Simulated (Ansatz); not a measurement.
Theory: Ansatz 0.2.0, DFT PBE, scalar-relativistic, plane waves, PAW. All cells share a 420 eV cutoff and Γ-centred k meshes spaced at most 0.3 Å⁻¹ (0.19 for metals, 2π included).

These are static lattice energies at zero pressure. Larger cells and other orderings weren't all tried, so the list isn't exhaustive. The k mesh leaves about 4 meV/atom of noise in metals. Weakly bound directions are ill-defined at this level, which has no dispersion term (SbS3 I4/mmm). Spin–orbit coupling is left out. No run is spin-polarised.

Question: Which is lower for SbS3, the Cu3Au (L1_2) or the TiAl3 (D0_22) structure, and by how much?

Answer: The TiAl3 (D0_22) structure, by 323 meV/atom. It takes 21.0 Å³/atom against 18.9.